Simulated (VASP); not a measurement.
# BaF2 (Frankdicksonite) (Fm-3m) in VASP: settings compared

Aim: see how the results for BaF2 (Frankdicksonite) move with the level of theory and the settings. Levels: LDA, PBE, PBE+D3(BJ). Tasks: relaxation of cell and atoms.

Everything below comes from runs of VASP 6.6.1. Logs are shortened: lines on timing, memory, paths and dates and some standing lists are left out, and cuts for length are marked.

### 1 The structure

The structure is cubic, space group Fm-3m (No. 225). Conventional cell: a = 6.085 Å, b = 6.085 Å, c = 6.085 Å, α = 90.00°, β = 90.00°, γ = 90.00°. Ba (site symmetry m-3m) is surrounded by 8 F at 2.64 Å. F (site symmetry -43m) is surrounded by 4 Ba at 2.64 Å.

### 2 Relaxation of cell and atoms, LDA

INCAR reads:

```
PREC = Accurate ; ENCUT = 600
EDIFF = 1E-7 ; ISMEAR = 0
SIGMA = 0.03 ; LREAL = False
LASPH = True ; NELM = 80
ALGO = Normal ; ISIF = 3
LWAVE = False ; LCHARG = False
GGA = CA ; IBRION = 2
NSW = 90 ; EDIFFG = -0.005
KPAR = 2
```

KPOINTS reads:

```
Automatic mesh
0
Gamma
  8 8 8
```

POSCAR reads:

```
BaF2                                    
1.0
   -0.0000000000      3.0427078163      3.0427078163
    3.0427078163     -0.0000000000      3.0427078163
    3.0427078163      3.0427078163     -0.0000000000
  Ba              F             
     1     2
Direct
     0.0000000000000000    0.0000000000000000    0.0000000000000000
     0.2500000000000000    0.2500000000000000    0.2500000000000000
     0.7500000000000000    0.7500000000000000    0.7500000000000000
```

Potentials or basis: VASP PAW LDA potentials, release 64 (Ba_sv, F).

Command:

```sh
$ cat potpaw_LDA.64/Ba_sv/POTCAR potpaw_LDA.64/F/POTCAR > POTCAR
$ mpirun -np 2 vasp_std > vasp.out
```

OUTCAR:

```text
PREC = Accurate
   ENCUT = 600
   EDIFF = 1E-7
   ISMEAR = 0
   LREAL = False
   LASPH = True
   NELM = 80
   ISIF = 3
   GGA = CA
   IBRION = 2
   NSW = 90
   EDIFFG = -0.005

 ion  position               nearest neighbor table
   1  0.000  0.000  0.000-   3 2.64   3 2.64   3 2.64   2 2.64   3 2.64   2 2.64   2 2.64   2 2.64

   2  0.250  0.250  0.250-   1 2.64   1 2.64   1 2.64   1 2.64
   3  0.750  0.750  0.750-   1 2.64   1 2.64   1 2.64   1 2.64

  LATTYP: Found a face centered cubic cell.
 ALAT       =     6.0854156326

  Lattice vectors:

 A1 = (   0.0000000000,   3.0427078163,   3.0427078163)
 A2 = (   3.0427078163,   0.0000000000,   3.0427078163)
 A3 = (   3.0427078163,   3.0427078163,   0.0000000000)

Analysis of symmetry for initial positions (statically):
=====================================================================
 Subroutine PRICEL returns:
 Original cell was already a primitive cell.

 Routine SETGRP: Setting up the symmetry group for a
 face centered cubic supercell.

 Subroutine GETGRP returns: Found 48 space group operations
 (whereof 48 operations were pure point group operations)
 out of a pool of 48 trial point group operations.

The static configuration has the point symmetry O_h .

Analysis of symmetry for dynamics (positions and initial velocities):
=====================================================================
 Subroutine PRICEL returns:
 Original cell was already a primitive cell.

 Routine SETGRP: Setting up the symmetry group for a
 face centered cubic supercell.

 Subroutine GETGRP returns: Found 48 space group operations
 (whereof 48 operations were pure point group operations)
 out of a pool of 48 trial point group operations.

The dynamic configuration has the point symmetry O_h .

 Subroutine INISYM returns: Found 48 space group operations
 (whereof 48 operations are pure point group operations),
 and found     1 'primitive' translations

----------------------------------------------------------------------------------------

                                     Primitive cell

  volume of cell :      56.3392

  direct lattice vectors                    reciprocal lattice vectors
     0.000000000  3.042707816  3.042707816    -0.164327313  0.164327313  0.164327313
     3.042707816  0.000000000  3.042707816     0.164327313 -0.164327313  0.164327313
     3.042707816  3.042707816  0.000000000     0.164327313  0.164327313 -0.164327313

  length of vectors
     4.303038660  4.303038660  4.303038660     0.284623255  0.284623255  0.284623255

  position of ions in fractional coordinates (direct lattice)
     0.000000000  0.000000000  0.000000000
     0.250000000  0.250000000  0.250000000
     0.750000000  0.750000000  0.750000000

  ion indices of the primitive-cell ions
   primitive index   ion index
                 1           1
                 2           2
                 3           3

----------------------------------------------------------------------------------------

 KPOINTS: Automatic mesh

Automatic generation of k-mesh.
 Grid dimensions read from file:
 generate k-points for:    8    8    8

 Generating k-lattice:

  Cartesian coordinates                     Fractional coordinates (reciprocal lattice)
    -0.020540914  0.020540914  0.020540914     0.125000000  0.000000000  0.000000000
     0.020540914 -0.020540914  0.020540914     0.000000000  0.125000000  0.000000000
     0.020540914  0.020540914 -0.020540914     0.000000000  0.000000000  0.125000000

  Length of vectors
     0.035577907  0.035577907  0.035577907
[... 53 lines left out ...]
   NELM   =     80;   NELMIN=  2; NELMDL= -5     # of ELM steps
   EDIFF  = 0.1E-06   stopping-criterion for ELM
   LREAL  =      F    real-space projection
   EDIFFG = -.5E-02   stopping-criterion for IOM
   NSW    =     90    number of steps for IOM
   IBRION =      2    ionic relax: 0-MD 1-quasi-New 2-CG
   NFREE  =      1    steps in history (QN), initial steepest desc. (CG)
   ISIF   =      3    stress and relaxation
   ISYM   =      2    0-nonsym 1-usesym 2-fastsym
   POTIM  = 0.5000    time-step for ionic-motion
   TEBEG  =    0.0;   TEEND  =   0.0 temperature during run
   PSTRESS=    0.0 pullay stress
   NELECT =      24.0000    total number of electrons
   NUPDOWN=      -1.0000    fix difference up-down
   EMIN   =  10.00;   EMAX   =-10.00  energy-range for DOS
   EFERMI =   0.00;   METHOD = LEGACY
   ISMEAR =     0;   SIGMA  =   0.03  broadening in eV -4-tet -1-fermi 0-gaus
   EFERMI_NEDOS =   21; number of points for ismear=-14 and -15
   IALGO  =     38    algorithm
   IMIX   =      4    mixing-type and parameters
     AMIX     =   0.40;   BMIX     =  1.00
     AMIX_MAG =   1.60;   BMIX_MAG =  1.00
  volume/ion in A,a.u.               =      18.78       126.73
  Fermi-wavevector in a.u.,A,eV,Ry     =   1.231804  2.327772 20.644684  1.517341
  Thomas-Fermi vector in A             =   2.366599
   LORBIT       =      0    0 simple, 1 ext, 2 COOP (PROOUT), +10 PAW based schemes
   GGA     = CA    functional components
   LHFCALC =     F    Hartree Fock is set to
   AEXX    =    0.0000 exact exchange contribution
   IVDW    =     0    specifies the selected vdW correction
   LEPSILON=     F    determine dielectric tensor
   LRPA    =     F    only Hartree local field effects (RPA)
 conjugate gradient relaxation of ions
 non-spin polarized calculation
 Gauss-broadening in eV      SIGMA  =   0.03
  energy-cutoff  :      600.00
  volume of cell :       56.34
 maximum number of plane-waves:      1895
 NGX is ok and might be reduce to    36
   NGX = 17   NGY = 17   NGZ = 17

--------------------------------------- Ionic step        1  -------------------------------------------

 number of electron      23.9999989 magnetization

 Free energy of the ion-electron system (eV)
  ---------------------------------------------------
  ext. energy  EPLUGINS =         0.00000000
  ---------------------------------------------------
  free energy    TOTEN  =       -18.62971180 eV

  energy without entropy =      -18.62971180  energy(sigma->0) =      -18.62971180

------------------------ aborting loop because EDIFF is reached ----------------------------------------

  FORCE on cell =-STRESS in cart. coord.  units (eV):
  Direction    XX          YY          ZZ          XY          YZ          ZX
  --------------------------------------------------------------------------------------
  -------------------------------------------------------------------------------------
  Total        0.0210542      0.0210542      0.0210542     -0.0000000      0.0000000      0.0000000
  in kB        0.5987407      0.5987407      0.5987407     -0.0000000      0.0000000      0.0000000
  external PRESSURE =       0.5987407 kB  Pullay stress =       0.0000000 kB

 VOLUME and BASIS-vectors are now :
 -----------------------------------------------------------------------------
  energy-cutoff  :      600.00
  volume of cell :       56.34
      direct lattice vectors                 reciprocal lattice vectors
     0.000000000  3.042707816  3.042707816    -0.164327313  0.164327313  0.164327313
     3.042707816  0.000000000  3.042707816     0.164327313 -0.164327313  0.164327313
     3.042707816  3.042707816  0.000000000     0.164327313  0.164327313 -0.164327313

 POSITION                                       TOTAL-FORCE (eV/Angst)
 -----------------------------------------------------------------------------------
      0.00000      0.00000      0.00000         0.000000      0.000000     -0.000000
      1.52135      1.52135      1.52135        -0.000000      0.000000      0.000000
      4.56406      4.56406      4.56406         0.000000     -0.000000     -0.000000
 -----------------------------------------------------------------------------------
    total drift:                                0.000000      0.000000      0.000000

  FREE ENERGIE OF THE ION-ELECTRON SYSTEM (eV)
  ---------------------------------------------------
  free  energy   TOTEN  =       -18.6297117959 eV

  energy  without entropy=      -18.6297117959  energy(sigma->0) =      -18.62971180

--------------------------------------- Ionic step        2  -------------------------------------------

 number of electron      23.9999989 magnetization

 Free energy of the ion-electron system (eV)
  ---------------------------------------------------
  ext. energy  EPLUGINS =         0.00000000
  ---------------------------------------------------
  free energy    TOTEN  =       -18.62971874 eV

  energy without entropy =      -18.62971874  energy(sigma->0) =      -18.62971874

 E-fermi :  -2.0032     XC(G=0):  -9.5885

 val. band max:       -2.2173831093   @ k =  -0.2500   0.2500   0.0000
 cond. band min:       4.3894512935   @ k =   0.0000   0.0000   0.0000
 fundamental gap:      6.6068344028
 Fermi energy:        -2.0031884088

 k-point     1 :       0.0000    0.0000    0.0000
  band No.  band energies     occupation
      1     -25.0314      2.00000
      2     -20.8187      2.00000
      3     -20.7011      2.00000
      4      -9.8074      2.00000
      5      -9.8074      2.00000
      6      -9.8074      2.00000
[... 433 lines left out ...]
      3     -21.0006      2.00000
      4     -10.1930      2.00000
      5      -9.9867      2.00000
      6      -9.9836      2.00000
[... 8 lines left out ...]
     15       7.4900      0.00000
     16       8.2482      0.00000

 [... further k-points ...]
[... 5 lines left out ...]
  --------------------------------------------------------------------------------------
  -------------------------------------------------------------------------------------
  Total       -0.0031936     -0.0031936     -0.0031936     -0.0000000      0.0000000     -0.0000000
  in kB       -0.0907282     -0.0907282     -0.0907282     -0.0000000      0.0000000     -0.0000000
  external PRESSURE =      -0.0907282 kB  Pullay stress =       0.0000000 kB

 VOLUME and BASIS-vectors are now :
 -----------------------------------------------------------------------------
  energy-cutoff  :      600.00
  volume of cell :       56.40
      direct lattice vectors                 reciprocal lattice vectors
    -0.000000000  3.043737987  3.043737987    -0.164271696  0.164271696  0.164271696
     3.043737987  0.000000000  3.043737987     0.164271696 -0.164271696  0.164271696
     3.043737987  3.043737987 -0.000000000     0.164271696  0.164271696 -0.164271696

 POSITION                                       TOTAL-FORCE (eV/Angst)
 -----------------------------------------------------------------------------------
      3.04374      3.04374      6.08748         0.000000     -0.000000      0.000000
      1.52187      1.52187      1.52187        -0.000000      0.000000     -0.000000
      4.56561      4.56561      4.56561         0.000000     -0.000000      0.000000
 -----------------------------------------------------------------------------------
    total drift:                                0.000000      0.000000      0.000000

  FREE ENERGIE OF THE ION-ELECTRON SYSTEM (eV)
  ---------------------------------------------------
  free  energy   TOTEN  =       -18.6297187430 eV

  energy  without entropy=      -18.6297187430  energy(sigma->0) =      -18.62971874

 reached required accuracy - stopping structural energy minimisation
```

It took 22 s on 2 MPI ranks of Intel Xeon Platinum 8488C (Sapphire Rapids), shared host; peak memory 0.18 GiB.

Results:

```yaml
Free_energy: -18.6297 eV
Relaxed_volume: 18.80 Å³/atom
Relaxed_cell: a = 4.304 Å, b = 4.304 Å, c = 4.304 Å, α = 60.00°, β = 60.00°, γ = 60.00°
Space_group_after_relaxing_to_0.05_Å: Fm-3m (No. 225)
Energy_gained_by_relaxing: 0.0 meV/atom
Ionic_steps: 2
Pressure_after_relaxing: 0.0 GPa
Band_gap_on_the_k_mesh: 6.61 eV, indirect (least direct gap 6.73 eV)
```

Final structure:
```
Ba F
1.0
     0.00000    3.04374    3.04374
     3.04374    0.00000    3.04374
     3.04374    3.04374    0.00000
Ba F
1 2
Cartesian
  3.0437 3.0437 6.0875
  1.5219 1.5219 1.5219
  4.5656 4.5656 4.5656
```

Caveat: spin-orbit coupling is left out, which moves the levels of the heavy elements. A k mesh can miss the band edges.

### 3 Relaxation of cell and atoms, PBE

This run uses another cell than the first one, of 19.86 Å³/atom, 1.058 times its volume.

INCAR reads:

```
PREC = Accurate ; ENCUT = 600
EDIFF = 1E-6 ; ISMEAR = 0
SIGMA = 0.03 ; LREAL = False
LASPH = True ; NELM = 80
ALGO = Normal ; ISIF = 3
LWAVE = False ; LCHARG = False
GGA = PE ; IBRION = 2
NSW = 90 ; EDIFFG = -0.01
KPAR = 2
```

KPOINTS is that of step 2.

POSCAR reads:

```
BaF2
1.0
    0.0000000000      3.1000500000      3.1000500000
    3.1000500000      0.0000000000      3.1000500000
    3.1000500000      3.1000500000      0.0000000000
Ba F
1 2
Direct
    0.0000000000      0.0000000000      0.0000000000
    0.2500000000      0.2500000000      0.2500000000
    0.7500000000      0.7500000000      0.7500000000
```

Potentials or basis: VASP PAW PBE potentials, release 64 (Ba_sv, F).

Command:

```sh
$ cat potpaw_PBE.64/Ba_sv/POTCAR potpaw_PBE.64/F/POTCAR > POTCAR
$ mpirun -np 2 vasp_std > vasp.out
```

It took 23 s on 2 MPI ranks of Intel Xeon Platinum 8488C (Sapphire Rapids), shared host; peak memory 0.21 GiB.

Results (log left out):

| Quantity | Value |
| --- | --- |
| Free energy | -17.1290 eV |
| Relaxed volume | 20.65 Å³/atom |
| Relaxed cell | a = 4.442 Å, b = 4.442 Å, c = 4.442 Å, α = 60.00°, β = 60.00°, γ = 60.00° |
| Space group after relaxing (to 0.05 Å) | Fm-3m (No. 225) |
| Energy gained by relaxing | 5.4 meV/atom |
| Ionic steps | 3 |
| Pressure after relaxing | 0.0 GPa |
| Band gap on the k mesh | 6.60 eV, indirect (least direct gap 6.65 eV) |

Step by step:
```csv
step,energy change (eV),largest force (eV/Å),pressure (GPa),volume (Å³)
1,0.0000,0.0000,2.30,59.58
2,-0.0162,0.0000,-0.10,62.07
3,-0.0162,0.0000,0.00,61.95
```

Final structure:
```yaml
crystal:
  lattice:
    - [0.00000, 3.14062, 3.14062]
    - [3.14062, 0.00000, 3.14062]
    - [3.14062, 3.14062, 0.00000]
  atoms:
    - { symbol: Ba, position: [0.00000, 0.00000, 0.00000] }
    - { symbol: F, position: [0.25000, 0.25000, 0.25000] }
    - { symbol: F, position: [0.75000, 0.75000, 0.75000] }
```

Levels at points of the mesh, in eV from the valence-band top:
```tsv
k point	band 10	band 11	band 12	band 13	band 14	band 15
(0.00, 0.00, 0.00)	-0.06	-0.06	-0.06	6.60	9.04	9.04
(0.50, 0.00, 0.00)	-0.34	-0.17	-0.17	8.87	9.02	9.02
(0.50, 0.50, 0.00)	-0.31	-0.31	-0.09	7.17	8.80	10.43
```

Caveat: spin-orbit coupling is left out, which moves the levels of the heavy elements. Zero-point motion and thermal expansion aren't in these numbers.

### 4 Relaxation of cell and atoms, PBE

This run uses another cell than the first one, of 20.65 Å³/atom, 1.100 times its volume.

INCAR reads:

```
PREC = Accurate ; ENCUT = 600
EDIFF = 1E-7 ; ISMEAR = 0
SIGMA = 0.03 ; LREAL = False
LASPH = True ; NELM = 80
ALGO = Normal ; ISIF = 3
LWAVE = False ; LCHARG = False
GGA = PE ; IBRION = 2
NSW = 90 ; EDIFFG = -0.005
KPAR = 2
```

KPOINTS is that of step 3.

POSCAR reads:

```
BaF2                                    
1.0
    0.0000000000      3.1406202251      3.1406202251
    3.1406202251      0.0000000000      3.1406202251
    3.1406202251      3.1406202251     -0.0000000000
  Ba              F             
     1     2
Direct
     0.0000000000000000    0.0000000000000000    0.0000000000000000
     0.2500000000000000    0.2500000000000000    0.2500000000000000
     0.7500000000000000    0.7500000000000000    0.7500000000000000
```

Command:

```sh
$ cat potpaw_PBE.64/Ba_sv/POTCAR potpaw_PBE.64/F/POTCAR > POTCAR
$ mpirun -np 2 vasp_std > vasp.out
```

Wall time 12 s (2 MPI ranks of Intel Xeon Platinum 8488C (Sapphire Rapids), shared host); peak memory 0.21 GiB.

The run converged. Its results:

| Property | Result |
| --- | --- |
| Free energy | -17.1329 eV |
| Pressure after relaxing | 0.0 GPa |
| Band gap on the k mesh | 6.60 eV, indirect (least direct gap 6.65 eV) |

Final structure:
```cif
data_structure
_symmetry_space_group_name_H-M 'P 1'
_symmetry_Int_Tables_number 1
_cell_length_a 4.4415
_cell_length_b 4.4415
_cell_length_c 4.4415
_cell_angle_alpha 60.000
_cell_angle_beta 60.000
_cell_angle_gamma 60.000
_cell_volume 61.95
loop_
_atom_site_label
_atom_site_type_symbol
_atom_site_fract_x
_atom_site_fract_y
_atom_site_fract_z
_atom_site_occupancy
Ba1 Ba 0.00000 0.00000 0.00000 1
F1 F 0.25000 0.25000 0.25000 1
F2 F 0.75000 0.75000 0.75000 1
```

Levels at points of the mesh, in eV from the valence-band top:
```tsv
k point	band 8	band 9	band 10	band 11	band 12	band 13	band 14	band 15	band 16
(0.00, 0.00, 0.00)	-1.38	-1.38	-0.06	-0.06	-0.06	6.60	9.04	9.04	11.08
(0.50, 0.00, 0.00)	-0.99	-0.62	-0.34	-0.17	-0.17	8.87	9.02	9.02	9.63
(0.50, 0.50, 0.00)	-0.35	-0.35	-0.31	-0.31	-0.09	7.17	8.80	10.43	11.63
```

Caveat: the relaxation stopped at its first step, so nothing moved; spin-orbit coupling is left out, which moves the levels of the heavy elements. A k mesh can miss the band edges.

(Continued in part 2 of 2.)
